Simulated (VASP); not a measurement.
# PbS (P-6m2) in VASP: notebook

The runs below take PbS through single point, with PBE.

All numbers are computed with VASP 6.6.1; they aren't measurements. Logs are shortened: lines on timing, memory, paths and dates and some standing lists are left out, and cuts for length are marked.

## 1. Starting point

Symmetry: P-6m2, No. 187, hexagonal system. Conventional cell: a = 4.090 Å, b = 4.090 Å, c = 3.788 Å, α = 90.00°, β = 90.00°, γ = 120.00°. Around Pb (site symmetry -6m2) lie 6 S at 3.03 Å. S (site symmetry -6m2) has 6 Pb at 3.03 Å as nearest neighbours.

Measurements of this composition are mostly on another form, of space group No. 225.

## 2. Single point, PBE

The input, INCAR:

```
SYSTEM = PbS
PREC = Accurate
ENCUT = 500
EDIFF = 1E-6
ISMEAR = 0
SIGMA = 0.05
LREAL = .FALSE.
LASPH = .TRUE.
NELM = 100
ALGO = Normal
ISIF = 2
LWAVE = .FALSE.
LCHARG = .FALSE.
GGA = PE
NBANDS = 12
ADDGRID = .FALSE.
```

The input, KPOINTS:

```
Automatic mesh
0
G
  2 2 2
  0 0 0
```

The input, POSCAR:

```
PbS
1.0
    4.0896976867      0.0000000000      0.0000000000
   -2.0448488433      3.5417820905      0.0000000000
    0.0000000000      0.0000000000      3.7881670000
Pb S
1 1
Direct
    0.0000000000      0.0000000000      0.0000000000
    0.6666666667      0.3333333333      0.5000000000
```

Potentials or basis: VASP PAW PBE potentials, release 64 (Pb, S).

Launch:

```sh
$ cat potpaw_PBE.64/Pb/POTCAR potpaw_PBE.64/S/POTCAR > POTCAR
$ mpirun -np 1 vasp_std > vasp.out
```

OUTCAR:

```text
SYSTEM = PbS
   PREC = Accurate
   ENCUT = 500
   EDIFF = 1E-6
   ISMEAR = 0
   LREAL = .FALSE.
   LASPH = .TRUE.
   NELM = 100
   ISIF = 2
   GGA = PE

 Found      4 irreducible k-points:

 Following reciprocal coordinates:
            Coordinates               Weight
  0.000000  0.000000  0.000000      1.000000
  0.500000  0.000000  0.000000      3.000000
  0.000000  0.000000  0.500000      1.000000
  0.500000  0.000000  0.500000      3.000000
   k-points           NKPTS =      4   k-points in BZ     NKDIM =      4   number of bands    NBANDS=     12
   number of dos      NEDOS =    301   number of ions     NIONS =      2
   total plane-waves  NPLWV =  25200
   dimension x,y,z NGX =    30 NGY =   30 NGZ =   28
   dimension x,y,z NGXF=    60 NGYF=   60 NGZF=   56
   ions per type =               1   1
   NGX,Y,Z   is equivalent  to a cutoff of  12.19, 12.19, 12.29 a.u.
   NGXF,Y,Z  is equivalent  to a cutoff of  24.39, 24.39, 24.58 a.u.
 SYSTEM =  PbS
   PREC   = accura    normal or accurate (medium, high low for compatibility)
   ISTART =      0    job   : 0-new  1-cont  2-samecut
   ICHARG =      2    charge: 1-file 2-atom 10-const
   ISPIN  =      1    spin polarized calculation?
   LNONCOLLINEAR =      F non collinear calculations
   LSORBIT =      F    spin-orbit coupling
   LASPH  =      T    aspherical Exc in radial PAW
   ENCUT  =  500.0 eV  36.75 Ry    6.06 a.u.   7.46  7.46  6.91*2*pi/ulx,y,z
   NELM   =    100;   NELMIN=  2; NELMDL= -5     # of ELM steps
   EDIFF  = 0.1E-05   stopping-criterion for ELM
   LREAL  =      F    real-space projection
   EDIFFG = 0.1E-04   stopping-criterion for IOM
   NSW    =      0    number of steps for IOM
   IBRION =     -1    ionic relax: 0-MD 1-quasi-New 2-CG
   NFREE  =      0    steps in history (QN), initial steepest desc. (CG)
   ISIF   =      2    stress and relaxation
   ISYM   =      2    0-nonsym 1-usesym 2-fastsym
   POTIM  = 0.5000    time-step for ionic-motion
   TEBEG  =    0.0;   TEEND  =   0.0 temperature during run
   PSTRESS=    0.0 pullay stress
   NELECT =      10.0000    total number of electrons
   NUPDOWN=      -1.0000    fix difference up-down
   EMIN   =  10.00;   EMAX   =-10.00  energy-range for DOS
   EFERMI =   0.00;   METHOD = LEGACY
   ISMEAR =     0;   SIGMA  =   0.05  broadening in eV -4-tet -1-fermi 0-gaus
   EFERMI_NEDOS =   21; number of points for ismear=-14 and -15
   IALGO  =     38    algorithm
   IMIX   =      4    mixing-type and parameters
     AMIX     =   0.40;   BMIX     =  1.00
     AMIX_MAG =   1.60;   BMIX_MAG =  1.00
  volume/ion in A,a.u.               =      27.44       185.14
  Fermi-wavevector in a.u.,A,eV,Ry     =   0.928170  1.753987 11.721408  0.861499
  Thomas-Fermi vector in A             =   2.054318
   LORBIT       =      0    0 simple, 1 ext, 2 COOP (PROOUT), +10 PAW based schemes
   GGA     = PE    functional components
   LHFCALC =     F    Hartree Fock is set to
   AEXX    =    0.0000 exact exchange contribution
   IVDW    =     0    specifies the selected vdW correction
   LEPSILON=     F    determine dielectric tensor
   LRPA    =     F    only Hartree local field effects (RPA)
 non-spin polarized calculation
 Gauss-broadening in eV      SIGMA  =   0.05
  energy-cutoff  :      500.00
  volume of cell :       54.87
 maximum number of plane-waves:      1400
 NGX is ok and might be reduce to    30
   NGX = 15   NGY = 15   NGZ = 13

 number of electron      10.0000000 magnetization

 number of electron       9.9999999 magnetization

 Free energy of the ion-electron system (eV)
  ---------------------------------------------------
  ext. energy  EPLUGINS =         0.00000000
  ---------------------------------------------------
  free energy    TOTEN  =        -8.29372733 eV

  energy without entropy =       -8.29372733  energy(sigma->0) =       -8.29372733

 E-fermi :   4.3180     XC(G=0):  -9.3506

 val. band max:        4.0487785414   @ k =   0.0000   0.0000   0.5000
 cond. band min:       4.7541839133   @ k =   0.0000   0.0000   0.5000
 fundamental gap:      0.7054053719
 Fermi energy:         4.3179881885

 k-point     1 :       0.0000    0.0000    0.0000
  band No.  band energies     occupation
      1      -9.1332      2.00000
      2      -2.5791      2.00000
      3       1.8846      2.00000
      4       2.3515      2.00000
      5       2.3515      2.00000
      6       7.3299      0.00000
      7       7.3299      0.00000
      8       9.2146      0.00000
      9      10.3639      0.00000
     10      10.8546      0.00000
     11      14.8263      0.00000
     12      14.8263      0.00000

 k-point     2 :       0.5000    0.0000    0.0000
  band No.  band energies     occupation
      1      -8.0143      2.00000
      2      -4.6436      2.00000
      3       1.3130      2.00000
      4       2.1402      2.00000
      5       2.9099      2.00000
      6       5.8642      0.00000
      7       7.7525      0.00000
      8       9.1688      0.00000
      9       9.3267      0.00000
     10      14.6929      0.00000
     11      14.7926      0.00000
     12      14.9270      0.00000

 k-point     3 :       0.0000    0.0000    0.5000
  band No.  band energies     occupation
      1      -7.9518      2.00000
      2      -5.1553      2.00000
      3       2.9661      2.00000
      4       2.9661      2.00000
      5       4.0488      2.00000
      6       4.7542      0.00000
      7       7.6975      0.00000
      8       7.6975      0.00000
      9      12.0675      0.00000
     10      12.0675      0.00000
     11      12.4971      0.00000
     12      12.4971      0.00000

 k-point     4 :       0.5000    0.0000    0.5000
  band No.  band energies     occupation
      1      -7.3952      2.00000
      2      -3.6142      2.00000
      3      -0.1128      2.00000
      4      -0.0474      2.00000
      5       2.6216      2.00000
      6       5.9841      0.00000
      7       6.6814      0.00000
      8       6.7116      0.00000
      9      12.2153      0.00000
     10      14.4053      0.00000
     11      16.5879      0.00000
     12      17.1783      0.00000

------------------------ aborting loop because EDIFF is reached ----------------------------------------

  FORCE on cell =-STRESS in cart. coord.  units (eV):
  Direction    XX          YY          ZZ          XY          YZ          ZX
  --------------------------------------------------------------------------------------
  -------------------------------------------------------------------------------------
  Total        0.2038729      0.2038729     -0.5512856      0.0000000      0.0000000      0.0000000
  in kB        5.9528905      5.9528905    -16.0970056      0.0000000      0.0000000      0.0000000
  external PRESSURE =      -1.3970749 kB  Pullay stress =       0.0000000 kB

 VOLUME and BASIS-vectors are now :
 -----------------------------------------------------------------------------
  energy-cutoff  :      500.00
  volume of cell :       54.87
      direct lattice vectors                 reciprocal lattice vectors
     4.089697687  0.000000000  0.000000000     0.244516851  0.141171870  0.000000000
    -2.044848843  3.541782090  0.000000000     0.000000000  0.282343740  0.000000000
     0.000000000  0.000000000  3.788167000     0.000000000  0.000000000  0.263979914

 POSITION                                       TOTAL-FORCE (eV/Angst)
 -----------------------------------------------------------------------------------
      0.00000      0.00000      0.00000        -0.000000      0.000000      0.000000
      2.04485      1.18059      1.89408         0.000000     -0.000000      0.000000
 -----------------------------------------------------------------------------------
    total drift:                               -0.000000      0.000000      0.000000

  FREE ENERGIE OF THE ION-ELECTRON SYSTEM (eV)
  ---------------------------------------------------
  free  energy   TOTEN  =        -8.2937273295 eV

  energy  without entropy=       -8.2937273295  energy(sigma->0) =       -8.29372733
```

Wall time 3.3 s (1 thread of Intel Xeon 6975P-C (Granite Rapids), shared host); peak memory 0.16 GiB.

The run converged, but some of its settings lie outside the range that counts as converged, so its numbers aren't taken as properties of the crystal.

What came out:

```
Free energy            : -8.2937 eV
Pressure               : -0.1 GPa
Band gap on the k mesh : 0.71 eV, direct
```

Caveat: the k mesh is coarse (spacing up to 0.89 Å⁻¹), so the values aren't converged; spin-orbit coupling is left out, which as a rule narrows the gap of such compounds by several tenths of an eV.

## 3. Single point, PBE

INCAR is that of step 2.

KPOINTS is that of step 2.

The input, POSCAR:

```
PbS
1.0
    4.0896976867      0.0000000000      0.0000000000
   -2.0448488433      3.5417820905      0.0000000000
    0.0000000000      0.0000000000      3.7881670000
Pb S
1 1
Direct
    0.0512430000     -0.0024510000     -0.0244300000
    0.6810560000      0.3414810000      0.4970830000
```

Potentials or basis: VASP PAW PBE potentials, release 64 (Pb, S).

Launch:

```sh
$ cat potpaw_PBE.64/Pb/POTCAR potpaw_PBE.64/S/POTCAR > POTCAR
$ mpirun -np 1 vasp_std > vasp.out
```

OUTCAR:

```text
SYSTEM = PbS
   PREC = Accurate
   ENCUT = 500
   EDIFF = 1E-6
   ISMEAR = 0
   LREAL = .FALSE.
   LASPH = .TRUE.
   NELM = 100
   ISIF = 2
   GGA = PE

 Found      8 irreducible k-points:

 Following reciprocal coordinates:
            Coordinates               Weight
  0.000000  0.000000  0.000000      1.000000
  0.500000  0.000000  0.000000      1.000000
  0.000000  0.500000  0.000000      1.000000
  0.500000  0.500000  0.000000      1.000000
  0.000000  0.000000  0.500000      1.000000
  0.500000  0.000000  0.500000      1.000000
   k-points           NKPTS =      8   k-points in BZ     NKDIM =      8   number of bands    NBANDS=     12
   number of dos      NEDOS =    301   number of ions     NIONS =      2
   total plane-waves  NPLWV =  25200
   dimension x,y,z NGX =    30 NGY =   30 NGZ =   28
   dimension x,y,z NGXF=    60 NGYF=   60 NGZF=   56
   ions per type =               1   1
   NGX,Y,Z   is equivalent  to a cutoff of  12.19, 12.19, 12.29 a.u.
   NGXF,Y,Z  is equivalent  to a cutoff of  24.39, 24.39, 24.58 a.u.
 SYSTEM =  PbS
   PREC   = accura    normal or accurate (medium, high low for compatibility)
   ISTART =      0    job   : 0-new  1-cont  2-samecut
   ICHARG =      2    charge: 1-file 2-atom 10-const
   ISPIN  =      1    spin polarized calculation?
   LNONCOLLINEAR =      F non collinear calculations
   LSORBIT =      F    spin-orbit coupling
   LASPH  =      T    aspherical Exc in radial PAW
   ENCUT  =  500.0 eV  36.75 Ry    6.06 a.u.   7.46  7.46  6.91*2*pi/ulx,y,z
   NELM   =    100;   NELMIN=  2; NELMDL= -5     # of ELM steps
   EDIFF  = 0.1E-05   stopping-criterion for ELM
   LREAL  =      F    real-space projection
   EDIFFG = 0.1E-04   stopping-criterion for IOM
   NSW    =      0    number of steps for IOM
   IBRION =     -1    ionic relax: 0-MD 1-quasi-New 2-CG
   NFREE  =      0    steps in history (QN), initial steepest desc. (CG)
   ISIF   =      2    stress and relaxation
   ISYM   =      2    0-nonsym 1-usesym 2-fastsym
   POTIM  = 0.5000    time-step for ionic-motion
   TEBEG  =    0.0;   TEEND  =   0.0 temperature during run
   PSTRESS=    0.0 pullay stress
   NELECT =      10.0000    total number of electrons
   NUPDOWN=      -1.0000    fix difference up-down
   EMIN   =  10.00;   EMAX   =-10.00  energy-range for DOS
   EFERMI =   0.00;   METHOD = LEGACY
   ISMEAR =     0;   SIGMA  =   0.05  broadening in eV -4-tet -1-fermi 0-gaus
   EFERMI_NEDOS =   21; number of points for ismear=-14 and -15
   IALGO  =     38    algorithm
   IMIX   =      4    mixing-type and parameters
     AMIX     =   0.40;   BMIX     =  1.00
[... 24 lines left out ...]
  ---------------------------------------------------
  ext. energy  EPLUGINS =         0.00000000
  ---------------------------------------------------
  free energy    TOTEN  =        -8.27200066 eV

  energy without entropy =       -8.27200066  energy(sigma->0) =       -8.27200066

 E-fermi :   4.3275     XC(G=0):  -9.3461

 val. band max:        4.0369397352   @ k =   0.0000   0.0000   0.5000
 cond. band min:       4.8041470681   @ k =   0.0000   0.0000   0.5000
 fundamental gap:      0.7672073329
 Fermi energy:         4.3275073929

 k-point     1 :       0.0000    0.0000    0.0000
  band No.  band energies     occupation
      1      -9.1723      2.00000
      2      -2.5504      2.00000
      3       1.8546      2.00000
      4       2.0390      2.00000
      5       2.6271      2.00000
      6       6.9014      0.00000
      7       7.8410      0.00000
      8       9.1071      0.00000
      9      10.4975      0.00000
     10      10.8158      0.00000
     11      14.3034      0.00000
     12      15.2014      0.00000
[... 61 lines left out ...]
 k-point     6 :       0.5000    0.0000    0.5000
  band No.  band energies     occupation
      1      -7.3918      2.00000
      2      -3.5491      2.00000
      3      -0.3937      2.00000
      4      -0.2369      2.00000
      5       2.6560      2.00000
      6       5.9967      0.00000
      7       6.9921      0.00000
      8       7.2106      0.00000
      9      11.9854      0.00000
     10      14.2163      0.00000
     11      16.4456      0.00000
     12      17.0339      0.00000

 [... further k-points ...]

------------------------ aborting loop because EDIFF is reached ----------------------------------------

  FORCE on cell =-STRESS in cart. coord.  units (eV):
  Direction    XX          YY          ZZ          XY          YZ          ZX
  --------------------------------------------------------------------------------------
  -------------------------------------------------------------------------------------
  Total        0.3861467      0.3071876     -0.3654045     -0.3249543     -0.0063076     -0.1473427
  in kB       11.2751089      8.9695788    -10.6694568     -9.4883501     -0.1841767     -4.3022652
  external PRESSURE =       3.1917436 kB  Pullay stress =       0.0000000 kB

 VOLUME and BASIS-vectors are now :
 -----------------------------------------------------------------------------
  energy-cutoff  :      500.00
  volume of cell :       54.87
      direct lattice vectors                 reciprocal lattice vectors
     4.089697687  0.000000000  0.000000000     0.244516851  0.141171870  0.000000000
    -2.044848843  3.541782090  0.000000000     0.000000000  0.282343740  0.000000000
     0.000000000  0.000000000  3.788167000     0.000000000  0.000000000  0.263979914

 POSITION                                       TOTAL-FORCE (eV/Angst)
 -----------------------------------------------------------------------------------
     -1.83027      3.53310      3.69562        -0.347537      0.125147     -0.204580
      2.08704      1.20945      1.88303         0.347537     -0.125147      0.204580
 -----------------------------------------------------------------------------------
    total drift:                               -0.000006     -0.000010     -0.000151

  FREE ENERGIE OF THE ION-ELECTRON SYSTEM (eV)
  ---------------------------------------------------
  free  energy   TOTEN  =        -8.2720006574 eV

  energy  without entropy=       -8.2720006574  energy(sigma->0) =       -8.27200066
```

OSZICAR:

```text
N       E                     dE             d eps       ncg     rms          rms(c)
DAV:   1     0.312906122182E+02    0.31291E+02   -0.37184E+03   192   0.652E+02
DAV:   2    -0.668468725186E+01   -0.37975E+02   -0.36481E+02   264   0.110E+02
DAV:   3    -0.903994482308E+01   -0.23553E+01   -0.23512E+01   232   0.276E+01
DAV:   4    -0.905969761959E+01   -0.19753E-01   -0.19748E-01   236   0.313E+00
DAV:   5    -0.905998958280E+01   -0.29196E-03   -0.29196E-03   236   0.391E-01    0.817E+00
DAV:   6    -0.830061827357E+01    0.75937E+00   -0.21366E+00   232   0.557E+00    0.508E+00
DAV:   7    -0.827250302764E+01    0.28115E-01   -0.32657E-01   256   0.236E+00    0.334E+00
DAV:   8    -0.827182257042E+01    0.68046E-03   -0.29282E-02   244   0.889E-01    0.696E-01
DAV:   9    -0.827188447419E+01   -0.61904E-04   -0.25164E-03   252   0.220E-01    0.382E-01
DAV:  10    -0.827198688558E+01   -0.10241E-03   -0.40898E-04   240   0.118E-01    0.583E-02
DAV:  11    -0.827199821280E+01   -0.11327E-04   -0.46879E-05   244   0.405E-02    0.354E-02
DAV:  12    -0.827199973436E+01   -0.15216E-05   -0.48627E-06   248   0.114E-02    0.902E-03
DAV:  13    -0.827200065740E+01   -0.92304E-06   -0.17018E-06   240   0.792E-03
   1 F= -.82720007E+01 E0= -.82720007E+01  d E =-.759255E-17
```

It took 4.2 s on 1 thread of Intel Xeon 6975P-C (Granite Rapids), shared host; peak memory 0.16 GiB.

These settings aren't checked as converged: the numbers below hold their error.

Results:

```
Free energy            : -8.2720 eV
Pressure               : 0.3 GPa
Largest force          : 0.422 eV/Å
Band gap on the k mesh : 0.77 eV, direct
```

Caveat: the k mesh is coarse (spacing up to 0.89 Å⁻¹), so the values aren't converged; spin-orbit coupling is left out, which as a rule narrows the gap of such compounds by several tenths of an eV.

## 4. Single point, PBE

Changes to INCAR since step 3:

```diff
@@ -2,3 +2,3 @@
 PREC = Accurate
-ENCUT = 500
+ENCUT = 600
 EDIFF = 1E-6
```

KPOINTS is that of step 3.

The input, POSCAR:

```
PbS
1.0
    4.0896976867      0.0000000000      0.0000000000
   -2.0448488433      3.5417820905      0.0000000000
    0.0000000000      0.0000000000      3.7881670000
Pb S
1 1
Direct
    0.0000000000      0.0000000000      0.0000000000
    0.6666666667      0.3333333333      0.5000000000
```

Launch:

```sh
$ cat potpaw_PBE.64/Pb/POTCAR potpaw_PBE.64/S/POTCAR > POTCAR
$ mpirun -np 1 vasp_std > vasp.out
```

It took 4.5 s on 1 thread of Intel Xeon 6975P-C (Granite Rapids), shared host; peak memory 0.19 GiB.

The run converged, but some of its settings lie outside the range that counts as converged, so its numbers aren't taken as properties of the crystal.

What came out:

| Property | Result |
| --- | --- |
| Free energy | -8.2940 eV |
| Pressure | -0.1 GPa |
| Band gap on the k mesh | 0.71 eV, direct |

Caveat: the k mesh is coarse (spacing up to 0.89 Å⁻¹), so the values aren't converged; spin-orbit coupling is left out, which as a rule narrows the gap of such compounds by several tenths of an eV.

[end of part 1 of 2]
